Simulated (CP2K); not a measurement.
The system is Pd.

```xyz
2
Lattice="2.7837 0.0000 0.0000 -1.3918 2.4107 0.0000 0.0000 0.0000 4.6289" Properties=species:S:1:pos:R:3 pbc="T T T"
Pd    0.0000    1.6071    1.1572
Pd    1.3918    0.8036    3.4717
```

This isn't the form of Pd at room conditions, which is fcc.

* Program: CP2K 2026.2
* Task: single point
* Functional: PBE
* Potentials or basis: POTENTIAL_UZH Pd GTH-PBE-q18; TZVP-MOLOPT-PBE-GTH basis
* Density cutoff: 6803 eV
* k mesh: 11 × 11 × 6
* Occupations: fermi-dirac, width 0.05 eV
* Spin: no spin polarisation

On this cell: pressure 0.2 GPa; largest force under 0.003 eV/Å; band gap on the k mesh none (metal or under the smearing width).

The same run follows on a disturbed copy (atoms moved at random, drawn with an rms of 0.05 Å):

```
CELL_PARAMETERS angstrom
2.78367 0.00000 0.00000
-1.39183 2.41072 0.00000
0.00000 0.00000 4.62889
ATOMIC_POSITIONS crystal
Pd 0.32850 0.69168 0.24099
Pd 0.66929 0.34399 0.75873
```

**Question.** What does the disturbed cell give?

**Answer.** The energy (extrapolated to zero smearing) moves by +15.4 meV/atom; pressure 0.9 GPa; largest force 0.714 eV/Å; band gap on the k mesh none (metal or under the smearing width).

Forces in eV/Å, atoms in the order of the input:
```
Pd   0.036 -0.036  0.713
Pd  -0.036  0.037 -0.713
```

Stress tensor (GPa, compression positive):
```
 0.36  0.44  0.17
 0.44  1.13 -0.16
 0.17 -0.16  1.35
```

Caveats: the basis of atomic orbitals isn't converged, which shifts pressures, moduli and gaps.
